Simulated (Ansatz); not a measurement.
# Sn: a tetragonal deformation path

The task here is to estimate one member of a computed series from the others.

Method: DFT r2SCAN, scalar-relativistic, plane waves, PAW, in Ansatz 0.2.0.

**The system as given**

It takes space group I4/mmm (No. 139, tetragonal). Conventional cell: a = 3.182 Å, b = 3.182 Å, c = 5.831 Å, α = 90.00°, β = 90.00°, γ = 90.00°. Sn (site symmetry 4/mmm) has 4 Sn at 3.18 Å as nearest neighbours.

Coordinates:

```cif
data_structure
_symmetry_space_group_name_H-M 'P 1'
_symmetry_Int_Tables_number 1
_cell_length_a 3.6827
_cell_length_b 3.6827
_cell_length_c 3.6827
_cell_angle_alpha 128.816
_cell_angle_beta 128.816
_cell_angle_gamma 75.306
_cell_volume 29.51
loop_
_atom_site_label
_atom_site_type_symbol
_atom_site_fract_x
_atom_site_fract_y
_atom_site_fract_z
_atom_site_occupancy
Sn1 Sn 0.00000 0.00000 0.00000 1
```

Source of the structure: the Crystallography Open Database.

The first run:

input.yaml

```yaml
crystal:
  lattice:
    - [-1.59075, 1.59075, 2.91565]
    - [1.59075, -1.59075, 2.91565]
    - [1.59075, 1.59075, -2.91565]
  atoms:
    - { symbol: Sn, position: [0.0, 0.0, 0.0] }
basis:
  ecutwfc: 500
kpoints:
  mp_grid: { grid: [8, 8, 8] }
hamiltonian:
  xc: r2scan
scf:
  occupations: { method: gaussian, width: 0.1 }
output:
  forces: true
  stress: true
  eigenvalues: true
```

Launch:

```sh
> ansatz run input.yaml --threads 1 --pin off --max-ram 2560MiB --backend cpu --events-out ev --progress --plain --runs-dir out
```

Among the steps run: Probe: one point at the start; The reference: the undisturbed cell on the scan's mesh; Point ρ = 0.850; At ρ = 1.200; ρ = 0.920; At ρ = 1.100; ρ = 0.960; At ρ = 1.050; At ρ = 0.800; At ρ = 1.300.

One of the session's tables, all rows but one given; the rest of the session is left out.

It belongs to the step «The scan collected». 

| ρ | ΔE (meV/atom) | pressure (GPa) |
| --- | --- | --- |
| 0.800 | -9.2 | -3.3 |
| 0.850 | ? | ? |
| 0.920 | -7.0 | -3.2 |
| 0.960 | -4.3 | -3.0 |
| 1.000 | 0.0 | -2.8 |
| 1.050 | 8.9 | -2.4 |
| 1.100 | 22.6 | -1.8 |
| 1.200 | 67.3 | -0.1 |
| 1.300 | 138.5 | 1.9 |

**Question.** Estimate the row for ρ = 0.850.

Worked estimate for «ΔE (meV/atom)». A straight line through the neighbours (0.800, -9.2) and (0.920, -7.0) gives -9.2 + (-7.0 + 9.2) × (0.850 − 0.800) / (0.920 − 0.800) = -8.3; a parabola fitted to 3 rows on both sides gives -9.4.

The run gave: ΔE (meV/atom): -9.7; pressure (GPa): -3.3. In «ΔE (meV/atom)» the line misses by +1.4 and the parabola by +0.3.

To keep in mind: The settings of these runs were drawn from a wide range and may not be converged.
